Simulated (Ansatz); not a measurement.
Write the native input for Ansatz 0.2.0 that does the following.

| Item | Value |
| --- | --- |
| Task | relaxation of cell and atoms |
| Functional | PBEsol |
| Potentials or basis | all-electron LAPW, scalar-relativistic |
| Basis error allowed | 0.001 eV/atom |
| k mesh | 6 × 6 × 6 |
| Occupations | fermi-dirac, width 0.05 eV |
| Spin | no spin polarisation |
| Target pressure | 20 GPa |

Cs:

```
Cs
1.0
     0.00000    3.94834    3.94834
     3.94834    0.00000    3.94834
     3.94834    3.94834    0.00000
Cs
1
Direct
  0.00000 0.00000 0.00000
```

This isn't the form of Cs at room conditions, which is bcc.

One way to write it, as run:

input.yaml

```yaml
crystal:
  lattice:
    - [0.0, 3.94833574, 3.94833574]
    - [3.94833574, 0.0, 3.94833574]
    - [3.94833574, 3.94833574, 0.0]
  atoms:
    - { symbol: Cs, position: [0.0, 0.0, 0.0] }
kpoints:
  mp_grid: { grid: [6, 6, 6] }
scf:
  occupations: { method: fermi_dirac, width: 0.05 }
hamiltonian:
  xc: pbesol
  pseudopotentials: { kind: all_electron, lapw: { basis_error: 0.001 } }
output:
  forces: true
  stress: true
relax:
  f_tol: 0.005
  max_steps: 60
  cell: { p_target: 20 }
```

Potentials or basis: all-electron LAPW, scalar-relativistic.

Run with:

```bash
$ ansatz run input.yaml --threads 1 --pin off --max-ram 3072MiB --backend cpu --events-out ev --progress --plain --runs-dir out
```

It gave:

The relaxed volume is 27.01 Å³/atom and the relaxed cell is a = 3.368 Å, b = 3.368 Å, c = 3.368 Å, α = 60.00°, β = 60.00°, γ = 60.00°. The space group after relaxing (to 0.05 Å) is Fm-3m (No. 225), the energy change on relaxing (the enthalpy is what falls) is +1582.9 meV/atom and the ionic steps are 12. The pressure after relaxing is 20.0 GPa and the band gap on the k mesh is none (metal or under the smearing width).

Caveat: the volume moved by over 15 % at a fixed basis, so the end points are rough.

Run time: 12 s on 1 thread of AMD EPYC 7R43 64-Core Processor (Zen 3), with other jobs on the host, peak memory 0.27 GiB.
